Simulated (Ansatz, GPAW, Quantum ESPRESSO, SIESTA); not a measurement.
## One calculation of NbAs, 5 ways

```
Nb As
1.0
    -1.72585    1.72585    5.84000
     1.72585   -1.72585    5.84000
     1.72585    1.72585   -5.84000
Nb As
2 2
Cartesian
  0.0091 1.7612 -0.0442
  0.0269 -0.0027 8.7819
  0.0417 1.6723 4.7763
  0.0216 -0.0147 1.9139
```

Atoms were shifted at random by some hundredths of an Å from the given cell, which wasn't relaxed again for these runs.

Alike in all runs: task single point; functional PBEsol; k mesh 11 × 11 × 11; occupations fermi-dirac, width 0.05 eV; no spin polarisation; no spin-orbit coupling. Pressure is positive in compression and, in plane waves, holds the error of the finite cutoff, which Ansatz's Pulay term estimates and takes out.

| program and potentials | plane-wave cutoff (eV) | notes | pressure (GPa) | largest force (eV/Å) | energy over the undisturbed cell (meV/atom) |
| --- | --- | --- | --- | --- | --- |
| Ansatz, Ansatz PAW | 420 | potentials made for PBE, which Ansatz adapts in part; 14 valence electrons an atom on average; Pulay term of +0.02 GPa included | -1.44 | 1.500 | 31.02 |
| Ansatz, all-electron LAPW, scalar-relativistic | - | - | -1.45 | 1.499 | - |
| SIESTA, files PseudoDojo sr-pbesol-0.4.1-standard, DZP (energy shift 0.003 Ry; two zetas on semicore shells) | - | atomic basis; 14 valence electrons an atom on average | 1.39 | 1.654 | 34.46 |
| Quantum ESPRESSO, GBRV 1.5 PBEsol | 612 | 9 valence electrons an atom on average | -1.04 | 1.518 | - |
| GPAW, PAW data sets generated for this functional | 600 | 9 valence electrons an atom on average | -1.66 | 1.501 | - |

Force on atom 3 (As), eV/Å:

```
                                                                                      program and potentials       x      y      z
                                                                                          Ansatz, Ansatz PAW  -0.347  0.635  1.314
                                                              Ansatz, all-electron LAPW, scalar-relativistic  -0.347  0.635  1.313
SIESTA, files PseudoDojo sr-pbesol-0.4.1-standard, DZP (energy shift 0.003 Ry; two zetas on semicore shells)  -0.387  0.698  1.448
                                                                           Quantum ESPRESSO, GBRV 1.5 PBEsol  -0.351  0.644  1.328
                                                           GPAW, PAW data sets generated for this functional  -0.348  0.638  1.313
```

The pressure spans -1.66 (GPAW, PAW data sets generated for this functional) to 1.39 GPa (SIESTA, files PseudoDojo sr-pbesol-0.4.1-standard, DZP (energy shift 0.003 Ry; two zetas on semicore shells)), with all-electron results at -1.45. The pressure on the cell as given of SIESTA, files PseudoDojo sr-pbesol-0.4.1-standard, DZP (energy shift 0.003 Ry; two zetas on semicore shells) lies far from the others; the cause wasn't traced. Rows in atomic bases carry the error of their basis and grid, which can be large.

The functional is the same throughout but for its coding, so the spread measures potentials, basis and numerics; runs on potential files found faulty are left out.

The four runs outside SIESTA give nearly the same force on the displaced As atom, so the restoring force, which reflects stiff, directional Nb 4d–As 4p bonding, is well determined at this geometry. Their negative pressures mean that PBEsol favours a slightly smaller cell, whereas SIESTA would expand it.

SIESTA also raises all three force components by a similar fraction and gives a higher distortion energy, 34.46 against 31.02 meV/atom. It thus keeps the direction of the force but makes the lattice too stiff against this displacement. The limited flexibility of its localised orbitals is a probable common cause. The number of valence electrons doesn't explain the difference, since Ansatz PAW treats equally many and follows the all-electron result closely. Nor do the two runs with fewer valence electrons err in a common direction: their pressures lie on either side of the all-electron value, as might be expected if the compact As 3d shell takes little part in bonding. Agreement at a single distorted geometry doesn't establish equally good agreement for the full phonon spectrum.
